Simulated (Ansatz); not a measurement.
**Vibrational response of Al3Cu2 at 6 GPa**

Level of theory: DFT PBEsol, scalar-relativistic, plane waves, PAW in Ansatz 0.2.0. Settings: 420 eV plane-wave cutoff, Γ-centred 12×12×8 mesh, Fermi-Dirac smearing of 0.15 eV. No spin polarisation. Phonons by linear response, acoustic sum rule imposed.

The cell, relaxed at 6 GPa:
```
CELL_PARAMETERS angstrom
4.03529 0.00000 0.00000
-2.01764 3.49466 0.00000
0.00000 0.00000 4.90794
ATOMIC_POSITIONS crystal
Al 0.00000 0.00000 0.00000
Al 0.33333 0.66667 0.35244
Al 0.66667 0.33333 0.64756
Cu 0.33333 0.66667 0.84342
Cu 0.66667 0.33333 0.15658
```

In a metal, frequencies and elastic constants depend on the k mesh and the smearing, soft modes and shear constants most. Other phases may be more stable at this pressure.

Question: Is this structure stable against zone-centre distortions?

Answer: Yes, at Γ: no optical mode is imaginary. Strains and other wave vectors aren't tested by this run.

Question: List the optical modes at Γ (i marks imaginary ones).

Answer:
```
frequency (meV) degeneracy
           17.6           2
           21.0           1
           24.3           1
           27.1           2
           36.7           2
           43.6           1
           43.6           2
           47.8           1
```

Cost: 1 run of about 5.5 core-minutes, on Intel Xeon Platinum 8488C (Sapphire Rapids) (shared hosts).